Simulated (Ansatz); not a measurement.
## Ni$_{2}$Ge: strain energy, fitted

Ni$_{2}$Ge, P6_3/mmc, a = 3.978 Å, c = 5.037 Å. The structure is a Materials Project entry; whether it is the stable form wasn't checked. Ansatz: r2SCAN, PAW, 500 eV, Γ-centred 12×12×8 mesh on 6 atoms, Gaussian smearing 0.10 eV; no spin polarisation. Series: equal strain along all axes, cell held, atoms fixed by symmetry; x is the strain in per cent. y is the free energy over the unstrained cell, V0 = 11.507 Å³/atom.

| x (%) | y (meV/atom) |
| --- | --- |
| -3.0 | ? |
| -2.0 | 27.77 |
| -1.0 | 6.69 |
| 0.0 | 0.00 |
| 1.0 | 6.15 |
| 2.0 | 23.72 |
| 3.0 | 51.44 |

Task: Fit y = c2 x² + c3 x³ to the other rows, turn c2 into a modulus, and predict the missing energy.

Result: Least squares on the rows shown. y = 6.4460 x² − 0.24498 x³. In eV per unit strain² c2 is 64.46; the stiffness is B for this strain (E = 9/2 B V0 ε², shape held): 2 × 64.46 × 160.2 / (9 × 11.507) = 199 GPa. At x = -3.0 the fit asked for gives 64.63 meV/atom. The run gave 64.96 meV/atom, so the fit is 0.33 meV/atom too low, 0.51 % of the span of the series, against an rms of 0.06 meV/atom on the fitted rows. The row lies outside the fitted range. With a term in x⁴ added, a fit to the same known rows predicts 65.11 meV/atom, a smaller miss on the other side.